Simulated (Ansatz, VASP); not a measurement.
## One calculation of Fe, two programs

The input INCAR:

```
SYSTEM = Fe
PREC = Accurate
ENCUT = 520
EDIFF = 1E-7
ISMEAR = -1
SIGMA = 0.05
LREAL = .FALSE.
LASPH = .TRUE.
NELM = 120
ALGO = Normal
ISIF = 2
LWAVE = .FALSE.
LCHARG = .FALSE.
ISPIN = 2
MAGMOM = 3
LORBIT = 11
LMAXMIX = 4
GGA = PE
NBANDS = 14
```

File KPOINTS:

```
regular mesh
0
G
  13 13 13
  0 0 0
```

POSCAR

```
Fe
1.0
   -1.4619890197      1.4619890197      1.4619890197
    1.4619890197     -1.4619890197      1.4619890197
    1.4619890197      1.4619890197     -1.4619890197
Fe
1
Direct
    0.0000000000      0.0000000000      0.0000000000
```

File input.yaml:

```yaml
crystal:
  lattice:
    - [-1.4619890197, 1.4619890197, 1.4619890197]
    - [1.4619890197, -1.4619890197, 1.4619890197]
    - [1.4619890197, 1.4619890197, -1.4619890197]
  atoms:
    - { symbol: Fe, position: [0.0, 0.0, 0.0], spin: 3.0 }
hamiltonian:
  xc: pbe
  pseudopotentials: { kind: paw }
magnetization:
  spin_polarized: true
kpoints:
  mp_grid: { grid: [13, 13, 13] }
scf:
  occupations: { method: fermi_dirac, width: 0.05 }
output:
  forces: true
  stress: true
  eigenvalues: true
```

Change from the starting cell: volume scaled by 1.04.

Alike in both runs: task single point; functional PBE; k mesh 13 × 13 × 13; occupations fermi-dirac, width 0.05 eV; collinear spin, ferromagnetic start.

```csv
,VASP,Ansatz
version,VASP 6.6.1,Ansatz 0.2.0
potentials or method,"VASP PAW PBE potentials, release 64 (Fe)",Ansatz PAW
plane-wave cutoff (eV),520,420
valence electrons in the cell,8,16
```

```csv
,VASP,Ansatz,Ansatz less VASP
gap on the k mesh at the Fermi level (eV),none,none,-
pressure (GPa),-12.2,-13.0,-0.81
net moment per atom (μB),2.44,2.39,-0.049
size of the moment on the site where the two differ most (μB),2.46,2.46,+0.001
```

Site moments also hang on the region over which each program counts them. A gap of «none» marks a metal or a gap that the smearing closes. The functional is the same, so the differences come from potentials, cutoffs and numerics. The two sets of potentials don't hold the same shells in valence.
